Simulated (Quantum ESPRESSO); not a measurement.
Rb:

```xyz
1
Lattice="-2.8025 2.8025 2.8025 2.8025 -2.8025 2.8025 2.8025 2.8025 -2.8025" Properties=species:S:1:pos:R:3 pbc="T T T"
Rb    0.0000    0.0000    0.0000
```

| Item | Value |
| --- | --- |
| Program | Quantum ESPRESSO 7.5 |
| Task | phonons |
| Functional | PBE |
| Potentials or basis | Ansatz NC SR PBE |
| Cutoff | 626 eV |
| Density cutoff | 2503 eV |
| k mesh | 8 × 8 × 8, shifted |
| Occupations | gaussian, width 0.272 eV |
| Spin | no spin polarisation |
| Mixing beta | 0.5 |
| Most SCF iterations | 120 |
| SCF threshold | 2e-10 Ry |

The cell and the atoms were relaxed first, to 90.13 Å³/atom (a = 4.892 Å, b = 4.892 Å, c = 4.892 Å, α = 109.47°, β = 109.47°, γ = 109.47°), and the response was taken there.

At P the frequencies are 36 36 36 cm⁻¹, at a pressure of 0.0 GPa.

**Question.** How do the modes respond when the cell is scaled evenly, at fixed shape?

**Answer.** The highest mode has a Grüneisen parameter of 1.68 and moves by +21.5 cm⁻¹ per GPa. None of the listed modes softens on compression. The pressures give a bulk modulus of about 3 GPa.

Frequencies at 99 % and 101 % of the volume (pressures 0.0 and 0.0 GPa), ions relaxed:
| mode | 99 % (cm⁻¹) | 101 % (cm⁻¹) | Grüneisen parameter |
| --- | --- | --- | --- |
| 1 | 36.6 | 35.4 | 1.68 |
| 2 | 36.6 | 35.4 | 1.68 |
| 3 | 36.6 | 35.4 | 1.68 |

Modes are matched by their order; those that don't vary smoothly over the three volumes are left out.
